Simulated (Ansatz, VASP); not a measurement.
This is a calculation of InAs for Ansatz 0.2.0. 

Contents of input.yaml:

```yaml
crystal:
  lattice:
    - [0.0, 3.018, 3.018]
    - [3.018, 0.0, 3.018]
    - [3.018, 3.018, 0.0]
  atoms:
    - { symbol: In, position: [0.0, 0.0, 0.0] }
    - { symbol: As, position: [0.75, 0.75, 0.75] }
kpoints:
  mp_grid: { grid: [8, 8, 8] }
scf:
  occupations: { method: fermi_dirac, width: 0.05 }
hamiltonian:
  xc: pbe
  pseudopotentials: { kind: all_electron, lapw: { basis_error: 0.001 } }
output:
  forces: true
  stress: true
relax:
  f_tol: 0.005
  max_steps: 60
  cell: {}
```

Potentials or basis: all-electron LAPW, scalar-relativistic.

Run with:

```sh
$ ansatz run input.yaml --threads 1 --pin off --max-ram 3072MiB --backend cpu --events-out ev --progress --plain --runs-dir out
```

Problem. Set up the same calculation for VASP 6.6.1. Potentials or basis there: PBE PAW files As_GW, In_d_GW, 630 eV.

Solution. As run (cutoffs and basis follow the program's own potentials, and thresholds, step limits or extra output files can differ):

File INCAR:

```
PREC = Accurate
ENCUT = 630
EDIFF = 1E-6
ISMEAR = -1
SIGMA = 0.05
LREAL = False
LASPH = True
NELM = 100
ALGO = Normal
ISIF = 3
LWAVE = False
LCHARG = False
GGA = PE
IBRION = 2
NSW = 40
EDIFFG = -0.005
```

The input KPOINTS:

```
Automatic mesh
0
Gamma
  8 8 8
```

Contents of POSCAR:

```
InAs
1.0
    0.0000000000      3.0180000000      3.0180000000
    3.0180000000      0.0000000000      3.0180000000
    3.0180000000      3.0180000000      0.0000000000
In As
1 1
Direct
    0.0000000000      0.0000000000      0.0000000000
    0.7500000000      0.7500000000      0.7500000000
```

Potentials or basis: VASP PAW PBE potentials, release 64 (In_d_GW, As_GW).

Launch:

```bash
$ cat potpaw_PBE.64/In_d_GW/POTCAR potpaw_PBE.64/As_GW/POTCAR > POTCAR
$ mpirun -np 1 vasp_std > vasp.out
```

Both were run:

|  | Ansatz | VASP |
| --- | --- | --- |
| Relaxed volume | 29.61 Å³/atom | 29.58 Å³/atom |
| Relaxed cell | a = 4.375 Å, b = 4.375 Å, c = 4.375 Å, α = 60.00°, β = 60.00°, γ = 60.00° | a = 4.374 Å, b = 4.374 Å, c = 4.374 Å, α = 60.00°, β = 60.00°, γ = 60.00° |
| Space group after relaxing | F-43m (No. 216) | F-43m (No. 216) |
| Pressure after relaxing | 0.0 GPa | 0.0 GPa |

Where Ansatz's input types no cutoff or centring, it takes its own default and a Γ-centred mesh.

Pressure is positive in compression.
